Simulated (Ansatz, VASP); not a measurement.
## Ta: VASP beside Ansatz

```
Ta
1.0
     2.71898    0.00000    0.00000
     0.00000    2.71898    0.00000
     0.00000    0.00000   28.48664
Ta
2
Cartesian
  2.7190 1.3595 8.6212
  1.3595 0.0000 6.3787
```

Alike in both runs: functional PBE; k mesh 10 × 10 × 1; occupations fermi-dirac, width 0.05 eV; no spin polarisation.

|  | VASP | Ansatz |
| --- | --- | --- |
| version | VASP 6.6.1 | Ansatz 0.2.0 |
| potentials or method | VASP PAW PBE potentials, release 64 (Ta_pv), cutoff 520 eV | all-electron LAPW, scalar-relativistic |
| task | single point | work function |

```tsv
	VASP	Ansatz	Ansatz less VASP
gap on the k mesh at the Fermi level (eV)	none	none	-
rms of the force components (eV/Å)	0.039	0.039	0.0000
```

Atom by atom the forces differ by 0.000 eV/Å (rms over components). A gap of «none» marks a metal or a gap that the smearing closes. Ansatz ran all-electron here, so the differences hold the error of VASP's frozen core and of both bases.

The runs have no spin-orbit coupling, so splittings on Ta are missing.
